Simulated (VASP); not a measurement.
GaAs:

```xyz
2
Lattice="0.0000 2.8751 2.8751 2.8751 0.0000 2.8751 2.8751 2.8751 0.0000" Properties=species:S:1:pos:R:3 pbc="T T T"
Ga    0.0000    0.0000    0.0000
As    4.3126    4.3126    4.3126
```

The cell is a database's computed one.

- Program: VASP 6.6.1
- Task: relaxation of cell and atoms
- Functional: LDA
- Potentials or basis: VASP PAW LDA potentials, release 64 (Ga_d, As)
- Cutoff: 600 eV
- k mesh: 10 × 10 × 10
- Occupations: gaussian, width 0.1 eV
- Spin: no spin polarisation

At the start: pressure -4.6 GPa; volume 23.77 Å³/atom.

Problem. Where does the relaxation end?

Solution. Over 3 steps the energy falls by 26.0 meV/atom and the volume is 22.07 Å³/atom (-7.1 %); space group F-43m (No. 216, to 0.05 Å).

The path:
```
step  energy change (eV)  largest force (eV/Å)  pressure (GPa)  volume (Å³)
   1              0.0000                0.0000           -4.59        47.53
   2             -0.0446                0.0000            2.09        43.00
   3             -0.0520                0.0000            0.00        44.15
```

Final structure:
```
Ga As
1.0
     0.00000    2.80522    2.80522
     2.80522    0.00000    2.80522
     2.80522    2.80522    0.00000
Ga As
1 1
Direct
  0.00000 0.00000 0.00000
  0.75000 0.75000 0.75000
```
